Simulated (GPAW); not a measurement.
Runs of GPAW 26.7.0 on CdO (Monteponite). The structure is cubic, space group Fm-3m (No. 225). Conventional cell: a = 4.699 Å, b = 4.699 Å, c = 4.699 Å, α = 90.00°, β = 90.00°, γ = 90.00°. Cd (site symmetry m-3m) is surrounded by 6 O at 2.35 Å. Around O (site symmetry m-3m) lie 6 Cd at 2.35 Å. 

```csv
task,level,potentials or basis,spin,k mesh,cutoff (eV),maxiter,band path,band points,spin axis theta (degrees),spin axis phi (degrees),mesh quality,gap on the mesh (eV),pressure (GPa),V0 of scaled cells (Å³/atom),B0 (GPa)
equation of state,LDA,"the program's PAW data sets (release 1.2.1) made for this functional, pw",off,8 × 8 × 8,800,150,-,-,-,-,not flagged,-,-,12.42,(a)
single point,B3LYP,"GPAW PAW data sets (gpaw-data 1.2.1), pw",off,3 × 3 × 3,600,60,-,-,-,-,coarse,1.69,-,-,-
equation of state,PW91,"PAW data sets generated in the run's folder for this functional, pw",off,8 × 8 × 8,800,150,-,-,-,-,not flagged,-,-,(c),130
single point,AM05,"PAW data sets generated in the run's folder for this functional, pw",off,8 × 8 × 8,650,80,-,-,-,-,not flagged,none,(b),-,-
band structure,AM05,"PAW data sets generated in the run's folder for this functional, pw","SOC, no magnetisation",8 × 8 × 8,800,150,"GXWKGLUWLK,UX",100,54.7,45,not flagged,-,-0.7,-,-
```

Alike in all rows: cell as given; smearing fermi-dirac 0.05 eV.

Task: Fill in the values left out.

Result: (a) 163; (b) -2.4; (c) 13.44.

Caveats: some runs use coarse meshes; this crystal is a semiconductor, whose small gap the functional closes, so the metal is an error of the method (some runs); exact exchange converges slowly with the k mesh, and this mesh is small (some runs); the PAW data sets were made with another functional, which shifts forces and pressure a little (some runs); an odd mesh through Γ misses points on the zone boundary, where band edges often lie (some runs); the cutoff is short for stress and forces, so pressures can be off by a GPa or more (some runs); spin-orbit coupling was added after a scalar SCF, so levels and gaps hold it while energy, forces, pressure and moments don't (some runs); this program's spin-orbit splittings come out too wide for heavy elements (some runs).

A k mesh can miss the band edges, and rows without SOC leave out spin-orbit coupling on Cd.

A gap of «none» marks a metal or a gap under the smearing width.

Runs at the PBE level aren't shown here.
